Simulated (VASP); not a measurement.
A run of VASP 6.6.1 is set up as follows.

File INCAR:

```
  PREC = Accurate
  ENCUT = 520
  EDIFF = 1E-6
  ISMEAR = 0
  SIGMA = 0.15
  LREAL = Auto
  LASPH = T
  NELM = 80
  ALGO = Fast
  ISIF = 2
  LWAVE = F
  LCHARG = F
  GGA = PE
  IVDW = 12
  NBANDS = 40
```

KPOINTS

```
regular mesh
0
Gamma
  3 3 3
```

Contents of POSCAR:

```
Li
1.0
    6.9800000000      0.0000000000      0.0000000000
    0.0000000000      6.9800000000      0.0000000000
    0.0000000000      0.0000000000      6.9800000000
Li
17
Direct
   -0.0112444643     -0.0015703052      0.0151143474
    0.5098810047      0.0209573268      0.0060568566
   -0.0264687707      0.5373574046     -0.0001205417
    0.1063561143      0.0511405453      0.4460116885
    0.2283947854      0.2939687806      0.2065987231
    0.5243601822      0.4563116424      0.0517972751
    0.4992278307      0.0213107767      0.5106975620
    0.7758915135      0.2400989477      0.2832503969
    0.0048573116      0.5194284870      0.5005482984
    0.2726792943      0.7477080531      0.2345291106
    0.2420123961      0.2702990380      0.7726592671
    0.4819474119      0.4803830871      0.4920865708
    0.7413774344      0.7612177306      0.2697194426
    0.7698827022      0.2673892049      0.7494511614
    0.2489169909      0.7539922670      0.7656854667
    0.6384860145      0.6841488877      0.7984460291
    0.8722322585     -0.1108608144      0.6460137554
```

Potentials or basis: VASP PAW PBE potentials, release 64 (Li_sv).

Command:

```sh
$ cat potpaw_PBE.64/Li_sv/POTCAR > POTCAR
$ mpirun -np 1 vasp_std > vasp.out
```

**Question.** What does it give for the dispersion energy per atom?

**Answer.** -0.172 eV.

**Question.** Predict the band gap on the k mesh.

**Answer.** None (metal or under the smearing width).

**Question.** Predict the largest force.

**Answer.** 0.007 eV/Å.

Forces on the atoms (eV/Å):
```
Li  -0.001  0.001 -0.001
Li  -0.003 -0.003 -0.002
Li   0.001  0.000 -0.006
Li   0.005 -0.001 -0.002
Li   0.005  0.001  0.000
Li  -0.004  0.000  0.004
Li  -0.003 -0.005 -0.002
Li   0.003  0.003  0.002
Li  -0.006  0.001  0.002
Li   0.003 -0.005  0.003
Li  -0.001 -0.005 -0.003
Li  -0.001  0.007  0.002
Li   0.007  0.001  0.000
Li  -0.001 -0.001  0.000
Li   0.000  0.002 -0.001
Li  -0.001  0.001  0.005
Li  -0.004  0.003  0.000
```
